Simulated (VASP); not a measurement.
Here is a VASP 6.6.1 calculation.

The input INCAR:

```
PREC     = Accurate       # precision mode
ENCUT    = 520            # plane-wave cutoff, eV
EDIFF    = 1E-6           # SCF threshold, eV
ISMEAR   = -1             # smearing method
SIGMA    = 0.05           # smearing width, eV
LREAL    = False          # projectors in reciprocal space
LASPH    = True           # aspherical terms in the spheres
NELM     = 60             # most SCF steps
ALGO     = Fast           # electronic algorithm
ISIF     = 2              # what is computed and relaxed
LWAVE    = False          # write WAVECAR
LCHARG   = False          # write CHGCAR
GGA      = PS             # functional
NBANDS   = 34             # bands
```

File KPOINTS:

```
regular mesh
0
Gamma
  2 2 1
```

POSCAR

```
Al12HO
1.0
    5.7275650000      0.0000000000      0.0000000000
    2.8637820000      4.9602170000      0.0000000000
    0.0000000000      0.0000000000     18.6765370000
Al O H
12 1 1
Direct
    0.1666684945      0.1666660955      0.0535431167
    0.6666715499      0.1666660955      0.0535431167
    0.1666709227      0.6666643818      0.0535431167
    0.6666739781      0.6666643818      0.0535431167
   -0.1746261692      0.3350055048      0.1878560249
    0.3287247407      0.3431503098      0.1824267529
   -0.1637361925      0.8325039005      0.1823410839
    0.3260689297      0.8260122491      0.1821215571
    0.0071428062     -0.0378209260      0.3177248545
    0.5169742644     -0.0108261393      0.3016726281
    0.0351479408      0.5934417789      0.3072732381
    0.4616450683      0.5164491795      0.3126810929
    0.9358067592      0.2297681734      0.3741753624
    0.9991075716      0.1907779438      0.4244202231
```

Potentials or basis: VASP PAW PBE potentials, release 64 (Al, O, H).

Launch:

```console
$ cat potpaw_PBE.64/Al/POTCAR potpaw_PBE.64/O/POTCAR potpaw_PBE.64/H/POTCAR > POTCAR
$ mpirun -np 1 vasp_std > vasp.out
```

Problem. Predict the band gap on the k mesh.

Solution. None (metal or under the smearing width).

Problem. Estimate the largest force.

Solution. 8.264 eV/Å.

Forces in eV/Å, atoms in the order of the input:
```
Al   0.262 -0.082  0.192
Al  -0.191  0.016  0.269
Al   0.022 -0.052  0.107
Al  -0.070  0.161  0.215
Al  -0.012  0.056  0.350
Al  -0.002 -0.191  0.064
Al  -0.134  0.283 -0.383
Al   0.075  0.132  0.188
Al   2.490  5.212 -0.642
Al  -0.318  0.191 -0.149
Al  -5.646 -5.969 -0.880
Al   3.154 -0.852 -0.150
O    0.448  0.900  1.206
H   -0.078  0.194 -0.386
```

Caveat: the k mesh is coarse (spacing up to 0.63 Å⁻¹), so the values aren't converged; the PAW data sets were made with another functional, which shifts forces and pressure a little; an odd number of electrons without spin polarisation forces a metal; a magnetic or distorted state may lie lower.
